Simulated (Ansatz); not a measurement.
**Band table of InSe**

```
CELL_PARAMETERS angstrom
1.97297 1.13909 8.20427
-1.97297 1.13909 8.20427
0.00000 -2.27819 8.20427
ATOMIC_POSITIONS crystal
In 0.00000 0.00000 0.00000
In 0.11220 0.11220 0.11220
Se 0.61550 0.61550 0.61550
Se 0.83000 0.83000 0.83000
```

Atoms are numbered in the order listed.

The cell is COD entry 1534648, which may be a prediction rather than a measurement; nothing was relaxed. The listed cell was then made from it by scaling, straining or moving an atom.

Spin–orbit coupling is left out, though it moves levels of the heavy atoms by tenths of an eV or more.

All numbers below come from DFT, PBE, all-electron LAPW, scalar-relativistic (Ansatz 0.2.0).

The runs use a Γ-centred 7×7×7 k mesh, Fermi–Dirac smearing of 0.01 eV, basis error target 1 meV/atom, no spin polarisation.

Path points, in fractions of the reciprocal vectors: Γ (0.000, 0.000, 0.000), T (-0.500, -0.500, -0.500), H2 (-0.500, -0.180, -0.820), H0 (-0.180, 0.180, -0.500), L (0.000, 0.000, -0.500), S0 (0.000, 0.340, -0.340), S2 (-0.340, 0.000, -0.660), F (-0.500, 0.000, -0.500). Levels in eV from the valence-band top; bands 27 to 52, counted from the lowest band of the run. The gap is 0.51 eV, direct at T (-0.5, -0.5, -0.5).

```
# k(1/Å) point b27 b28 b29 b30 b31 b32 b33 b34 b35 b36 b37 b38 b39 b40 b41 b42 b43 b44 b45 b46 b47 b48 b49 b50 b51 b52
0.000 Γ -14.96 -14.76 -14.76 -14.67 -14.67 -14.65 -14.65 -14.48 -14.46 -14.46 -13.88 -13.36 -6.61 -3.46 -1.71 -1.42 -1.42 -1.28 -1.28 1.86 2.17 4.39 4.39 5.17 5.51 5.51
0.077 - -14.96 -14.76 -14.76 -14.67 -14.67 -14.65 -14.65 -14.48 -14.46 -14.46 -13.87 -13.37 -6.58 -3.59 -1.55 -1.43 -1.43 -1.27 -1.27 1.76 2.19 4.38 4.38 5.22 5.52 5.52
0.153 - -14.96 -14.76 -14.76 -14.67 -14.67 -14.65 -14.65 -14.49 -14.46 -14.46 -13.84 -13.40 -6.49 -3.90 -1.45 -1.45 -1.24 -1.24 -1.19 1.51 2.21 4.35 4.35 5.37 5.56 5.56
0.230 - -14.96 -14.76 -14.76 -14.67 -14.67 -14.65 -14.65 -14.49 -14.46 -14.46 -13.79 -13.46 -6.35 -4.23 -1.48 -1.48 -1.22 -1.22 -0.74 1.17 2.21 4.32 4.32 5.56 5.61 5.61
0.306 - -14.96 -14.76 -14.76 -14.67 -14.67 -14.65 -14.65 -14.50 -14.46 -14.46 -13.73 -13.52 -6.22 -4.49 -1.49 -1.49 -1.20 -1.20 -0.29 0.78 2.21 4.29 4.29 5.65 5.65 5.72
0.383 T -14.96 -14.76 -14.76 -14.67 -14.67 -14.65 -14.65 -14.50 -14.46 -14.46 -13.70 -13.55 -6.16 -4.59 -1.50 -1.50 -1.20 -1.20 0.00 0.51 2.21 4.28 4.28 5.67 5.67 5.78
0.587 - -14.97 -14.81 -14.76 -14.75 -14.66 -14.65 -14.64 -14.51 -14.46 -14.41 -13.55 -13.41 -6.12 -4.52 -2.13 -2.08 -1.67 -1.35 -0.09 1.32 2.77 3.77 4.41 5.15 5.76 6.19
0.791 - -15.00 -14.89 -14.88 -14.76 -14.66 -14.64 -14.62 -14.52 -14.46 -14.35 -13.19 -13.05 -6.09 -4.44 -3.26 -2.89 -2.22 -1.85 -0.47 2.27 2.94 3.81 4.49 4.59 5.52 6.77
0.995 - -15.07 -14.98 -14.89 -14.76 -14.67 -14.61 -14.61 -14.52 -14.47 -14.31 -12.74 -12.63 -6.26 -5.00 -3.38 -3.14 -2.98 -2.60 -1.09 2.35 2.75 4.11 4.61 4.71 5.13 6.42
1.199 - -15.12 -15.04 -14.89 -14.77 -14.66 -14.60 -14.60 -14.52 -14.48 -14.29 -12.34 -12.30 -6.47 -5.59 -3.88 -3.39 -2.85 -2.72 -1.76 1.76 2.71 3.81 4.64 5.21 5.65 6.82
1.404 H2 -15.14 -15.05 -14.88 -14.78 -14.65 -14.60 -14.60 -14.50 -14.49 -14.28 -12.19 -12.13 -6.48 -5.76 -4.28 -3.91 -2.72 -2.43 -1.88 1.59 2.57 3.34 4.42 5.85 6.61 6.98
1.457 - -15.14 -15.05 -14.88 -14.78 -14.65 -14.61 -14.60 -14.50 -14.49 -14.28 -12.19 -12.13 -6.48 -5.76 -4.28 -3.92 -2.75 -2.41 -1.86 1.61 2.52 3.36 4.40 5.87 6.63 6.96
1.510 - -15.14 -15.05 -14.88 -14.78 -14.65 -14.61 -14.60 -14.50 -14.49 -14.28 -12.19 -12.12 -6.47 -5.76 -4.28 -3.93 -2.77 -2.41 -1.85 1.64 2.45 3.41 4.37 5.87 6.62 6.98
1.563 - -15.14 -15.05 -14.88 -14.78 -14.65 -14.61 -14.60 -14.50 -14.49 -14.28 -12.19 -12.12 -6.47 -5.76 -4.28 -3.93 -2.77 -2.41 -1.85 1.64 2.45 3.41 4.37 5.87 6.62 6.98
1.615 - -15.14 -15.05 -14.88 -14.78 -14.65 -14.61 -14.60 -14.50 -14.49 -14.28 -12.19 -12.13 -6.48 -5.76 -4.28 -3.92 -2.75 -2.41 -1.86 1.61 2.52 3.36 4.40 5.87 6.63 6.96
1.668 H0 -15.14 -15.05 -14.88 -14.78 -14.65 -14.60 -14.60 -14.50 -14.49 -14.28 -12.19 -12.13 -6.48 -5.76 -4.28 -3.91 -2.72 -2.43 -1.88 1.59 2.57 3.34 4.42 5.85 6.61 6.98
1.783 - -15.14 -15.05 -14.88 -14.78 -14.65 -14.60 -14.60 -14.51 -14.49 -14.28 -12.22 -12.11 -6.48 -5.75 -4.18 -3.95 -2.97 -2.32 -1.73 1.79 2.47 3.18 4.36 5.75 6.47 6.96
1.897 - -15.15 -15.04 -14.89 -14.78 -14.66 -14.60 -14.59 -14.52 -14.48 -14.28 -12.29 -12.13 -6.54 -5.77 -3.88 -3.75 -3.15 -2.29 -1.65 1.97 2.39 3.23 4.37 5.12 5.79 7.05
2.011 - -15.15 -15.03 -14.89 -14.77 -14.67 -14.59 -14.58 -14.52 -14.47 -14.28 -12.37 -12.18 -6.62 -5.82 -3.67 -3.34 -3.03 -2.33 -1.65 1.68 2.42 3.55 4.25 4.54 5.53 6.89
2.126 - -15.15 -15.03 -14.89 -14.76 -14.68 -14.59 -14.57 -14.53 -14.47 -14.28 -12.43 -12.22 -6.68 -5.87 -3.70 -2.89 -2.61 -2.39 -1.73 1.29 2.20 3.70 4.13 4.48 5.95 6.64
2.240 L -15.15 -15.03 -14.89 -14.76 -14.68 -14.58 -14.57 -14.54 -14.47 -14.28 -12.45 -12.23 -6.70 -5.89 -3.72 -2.60 -2.53 -2.36 -1.79 1.10 2.05 3.65 4.00 4.84 6.40 6.42
2.426 - -15.13 -15.01 -14.89 -14.75 -14.68 -14.59 -14.58 -14.53 -14.47 -14.29 -12.62 -12.34 -6.51 -5.64 -4.03 -2.44 -2.33 -2.27 -1.61 1.21 2.07 3.64 4.12 4.85 6.46 6.59
2.611 - -15.07 -14.94 -14.89 -14.75 -14.67 -14.61 -14.60 -14.52 -14.46 -14.32 -13.00 -12.64 -6.23 -5.02 -4.06 -2.21 -2.17 -2.02 -1.21 1.62 2.18 3.80 4.34 4.83 6.54 6.68
2.797 - -15.00 -14.88 -14.84 -14.75 -14.66 -14.64 -14.63 -14.51 -14.46 -14.36 -13.42 -12.98 -6.32 -4.28 -3.26 -2.02 -1.88 -1.68 -1.14 2.27 2.49 4.03 4.31 4.71 6.08 6.28
2.983 - -14.97 -14.81 -14.76 -14.73 -14.66 -14.65 -14.64 -14.50 -14.46 -14.41 -13.75 -13.25 -6.53 -3.67 -2.21 -1.69 -1.56 -1.39 -1.27 2.11 2.71 3.84 4.50 4.98 5.43 5.76
3.168 Γ -14.96 -14.76 -14.76 -14.67 -14.67 -14.65 -14.65 -14.48 -14.46 -14.46 -13.88 -13.36 -6.61 -3.46 -1.71 -1.42 -1.42 -1.28 -1.28 1.86 2.17 4.39 4.39 5.17 5.51 5.51
3.385 - -14.97 -14.83 -14.76 -14.75 -14.66 -14.65 -14.64 -14.50 -14.46 -14.40 -13.70 -13.21 -6.50 -3.74 -2.38 -1.72 -1.61 -1.47 -1.28 2.18 2.89 3.65 4.54 5.08 5.17 5.94
3.601 - -15.02 -14.89 -14.87 -14.76 -14.66 -14.63 -14.62 -14.51 -14.47 -14.34 -13.28 -12.85 -6.25 -4.54 -3.52 -2.17 -2.12 -1.87 -1.12 2.33 2.74 3.65 4.57 4.67 5.29 6.83
3.818 - -15.10 -14.98 -14.89 -14.76 -14.66 -14.61 -14.60 -14.52 -14.47 -14.30 -12.77 -12.44 -6.19 -5.34 -3.99 -3.03 -2.97 -1.88 -1.13 2.14 2.44 3.21 4.46 4.96 6.01 6.36
4.034 - -15.14 -15.03 -14.89 -14.78 -14.66 -14.60 -14.60 -14.51 -14.48 -14.28 -12.36 -12.16 -6.41 -5.73 -3.90 -3.72 -3.46 -2.03 -1.48 1.93 2.54 2.94 4.23 5.51 6.28 7.08
4.250 S0 -15.14 -15.05 -14.88 -14.78 -14.65 -14.61 -14.60 -14.50 -14.49 -14.28 -12.19 -12.12 -6.47 -5.76 -4.28 -3.93 -2.77 -2.40 -1.85 1.65 2.44 3.42 4.37 5.87 6.61 6.99
4.302 - -15.14 -15.05 -14.88 -14.78 -14.65 -14.61 -14.60 -14.50 -14.49 -14.28 -12.19 -12.12 -6.47 -5.76 -4.28 -3.94 -2.78 -2.39 -1.84 1.64 2.48 3.36 4.37 5.88 6.65 6.95
4.353 - -15.14 -15.05 -14.88 -14.78 -14.65 -14.61 -14.60 -14.50 -14.49 -14.28 -12.19 -12.12 -6.47 -5.76 -4.28 -3.94 -2.79 -2.39 -1.84 1.62 2.54 3.29 4.39 5.89 6.71 6.88
4.405 - -15.14 -15.05 -14.88 -14.78 -14.65 -14.61 -14.60 -14.50 -14.49 -14.28 -12.19 -12.12 -6.47 -5.76 -4.28 -3.94 -2.79 -2.39 -1.84 1.62 2.54 3.29 4.39 5.89 6.71 6.88
4.457 - -15.14 -15.05 -14.88 -14.78 -14.65 -14.61 -14.60 -14.50 -14.49 -14.28 -12.19 -12.12 -6.47 -5.76 -4.28 -3.94 -2.78 -2.39 -1.84 1.64 2.48 3.36 4.37 5.88 6.65 6.95
4.508 S2 -15.14 -15.05 -14.88 -14.78 -14.65 -14.61 -14.60 -14.50 -14.49 -14.28 -12.19 -12.12 -6.47 -5.76 -4.28 -3.93 -2.77 -2.40 -1.85 1.65 2.44 3.42 4.37 5.87 6.61 6.99
4.610 - -15.14 -15.05 -14.88 -14.78 -14.66 -14.60 -14.60 -14.51 -14.49 -14.28 -12.20 -12.17 -6.48 -5.80 -4.21 -3.71 -2.63 -2.60 -1.85 1.65 2.26 3.63 4.57 5.41 6.12 7.25
4.712 - -15.14 -15.05 -14.89 -14.77 -14.66 -14.59 -14.59 -14.52 -14.48 -14.28 -12.24 -12.23 -6.52 -5.88 -3.98 -3.31 -2.75 -2.63 -1.75 1.70 2.10 3.73 4.39 4.71 6.06 7.55
4.814 - -15.14 -15.05 -14.89 -14.77 -14.67 -14.59 -14.58 -14.53 -14.47 -14.28 -12.30 -12.28 -6.57 -5.96 -3.70 -2.86 -2.85 -2.64 -1.67 1.54 2.12 3.53 4.03 4.22 6.53 7.58
4.916 - -15.14 -15.04 -14.89 -14.76 -14.68 -14.59 -14.57 -14.53 -14.47 -14.28 -12.34 -12.31 -6.61 -6.02 -3.50 -2.87 -2.73 -2.33 -1.63 1.27 2.08 3.30 3.64 4.27 7.09 7.31
5.018 F -15.14 -15.04 -14.89 -14.76 -14.68 -14.58 -14.57 -14.54 -14.47 -14.28 -12.35 -12.32 -6.62 -6.04 -3.44 -2.88 -2.70 -2.15 -1.63 1.14 2.01 3.26 3.51 4.33 7.12 7.40
```
